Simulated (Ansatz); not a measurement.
MnS:

```xyz
2
Lattice="0.0000 2.4735 2.4735 2.4735 0.0000 2.4735 2.4735 2.4735 0.0000" Properties=species:S:1:pos:R:3 pbc="T T T"
Mn    0.0000    0.0000    0.0000
S     3.7102    3.7102    3.7102
```

The cell is a database's computed one.

* Program: Ansatz 0.2.0
* Task: relaxation of cell and atoms
* Functional: PBEsol
* Dispersion: D4
* Potentials or basis: Ansatz PAW
* Cutoff: 420 eV (not typed: the program's choice for these potentials)
* k mesh: 9 × 9 × 9
* Occupations: fermi-dirac, width 0.05 eV
* Spin: collinear spin, ferromagnetic start
* Starting moments: [4.0, 0.0] μB

At the start: volume 15.13 Å³/atom.

Problem. How do energy, volume and symmetry change on relaxing?

Solution. It ends after 5 steps and the volume is 14.55 Å³/atom (-3.8 %); space group F-43m (No. 216, to 0.05 Å); moment 0.18 μB per cell.

Step by step:
```csv
step,energy change (eV),largest force (eV/Å),volume (Å³)
1,0.0000,0.0000,30.27
2,-0.0188,0.0000,29.51
3,-0.0216,0.0000,29.07
4,-0.0216,0.0000,29.10
5,-0.0215,0.0000,29.10
```

Final structure:
```
CELL_PARAMETERS angstrom
0.00000 2.44133 2.44133
2.44133 0.00000 2.44133
2.44133 2.44133 0.00000
ATOMIC_POSITIONS crystal
Mn 0.00000 0.00000 0.00000
S 0.75000 0.75000 0.75000
```

Caveat: the plane-wave basis is chosen anew once the cell has moved, so the energies of steps on either side of that aren't comparable; the moment fell far below its start of 4 μB, so a state of higher moment may lie lower in energy; pairwise dispersion overbinds metals, which lowers pressure and volume; the PAW data sets come from PBE, with cores solved anew for the run's functional, which leaves a small shift of forces and pressure; the starting moments weren't kept.
